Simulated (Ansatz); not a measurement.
Field gradients at the nuclei in SiO2

The cell is a computed structure from the Materials Project (it need not be an observed phase), taken as it stands.

```yaml
crystal:
  lattice:
    - [-4.46962, 4.46962, 4.46962]
    - [4.46962, -4.46962, 4.46962]
    - [4.46962, 4.46962, -4.46962]
  atoms:
    - { symbol: Si, position: [0.50000, 0.25000, 0.75000] }
    - { symbol: Si, position: [0.50000, 0.75000, 0.25000] }
    - { symbol: Si, position: [0.25000, 0.75000, 0.50000] }
    - { symbol: Si, position: [0.75000, 0.25000, 0.50000] }
    - { symbol: Si, position: [0.25000, 0.50000, 0.75000] }
    - { symbol: Si, position: [0.75000, 0.50000, 0.25000] }
    - { symbol: O, position: [0.35252, 0.00000, 0.64748] }
    - { symbol: O, position: [0.64748, 0.64748, 0.29495] }
    - { symbol: O, position: [0.35252, 0.64748, 0.00000] }
    - { symbol: O, position: [0.35252, 0.70505, 0.35252] }
    - { symbol: O, position: [0.64748, 0.29495, 0.64748] }
    - { symbol: O, position: [0.00000, 0.35252, 0.64748] }
    - { symbol: O, position: [0.70505, 0.35252, 0.35252] }
    - { symbol: O, position: [0.64748, 0.35252, 0.00000] }
    - { symbol: O, position: [0.00000, 0.64748, 0.35252] }
    - { symbol: O, position: [0.29495, 0.64748, 0.64748] }
    - { symbol: O, position: [0.35252, 0.35252, 0.70505] }
    - { symbol: O, position: [0.64748, 0.00000, 0.35252] }
```

Atoms are numbered from 1 in the order listed; like atoms form one site, named after its first atom.

Computed with Ansatz: DFT, PBE, plane waves and PAW (field gradients read without the response of the frozen cores, which leaves them typically 4 to 6 % off), scalar-relativistic, 420 eV cutoff, Γ-centred 4×4×4 k-points, Fermi–Dirac smearing 0.02 eV.

V_zz is the principal component of the electric field gradient with the largest magnitude, η = (V_xx − V_yy)/V_zz and C_Q = eQV_zz/h.

17O: I = 5/2, Q = -25.58 mb. Nuclear quadrupole moments: year-2017 set (Pyykkö).

(1) What field gradients does the calculation give at each kind of site?

Answers

(1) 

```json
{"site": "Si", "atoms (order as listed)": "1, 2, 3, 4, 5, 6", "first shell": "4 O at 1.61 Å", "V_zz (10²¹ V/m²)": "-0.70", "η": "0.00", "C_Q (MHz)": "–"}
{"site": "O", "atoms (order as listed)": "7, 8, 9, 10, 11, 12, …", "first shell": "2 Si at 1.61 Å, angle 160°", "V_zz (10²¹ V/m²)": "10.23", "η": "0.06", "C_Q (MHz)": "-6.33"}
```

An axis of threefold or higher order runs through Si, so V_zz lies along it and η is zero. At O V_zz points along the line of its two bonds (within 1°).

Si has no stable isotope with a ground-state quadrupole moment in the table, so no C_Q is given.
